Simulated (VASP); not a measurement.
The system is AlAs.

```
CELL_PARAMETERS angstrom
0.00000 2.84088 2.84088
2.84088 0.00000 2.84088
2.84088 2.84088 0.00000
ATOMIC_POSITIONS crystal
Al 0.00000 0.00000 0.00000
As 0.25000 0.25000 0.25000
```

Base run:

```yaml
Program: VASP 6.6.1
Functional: PBE
Potentials_or_basis: VASP PAW PBE potentials, release 64 (Al, As)
Cutoff: 520 eV
k_mesh: 8 × 8 × 8
Occupations: gaussian, width 0.03 eV
Spin: no spin polarisation
```

Its results: band gap on the k mesh 1.45 eV, indirect (least direct gap 1.97 eV).

Task: After a change of settings the same cell gave: band gap on the k mesh 2.18 eV, indirect (least direct gap 2.87 eV). Which change was it?
A. further incar settings from ALGO = Normal; EDIFF = 1e-06 to ALGO = Normal; EDIFF = 1e-06; NBANDS = 36
B. functional from PBE to TB-mBJ
C. functional from PBE to LDA; potentials or basis from VASP PAW PBE potentials, release 64 (Al, As) to VASP PAW LDA potentials, release 64 (Al, As)

Result: B.
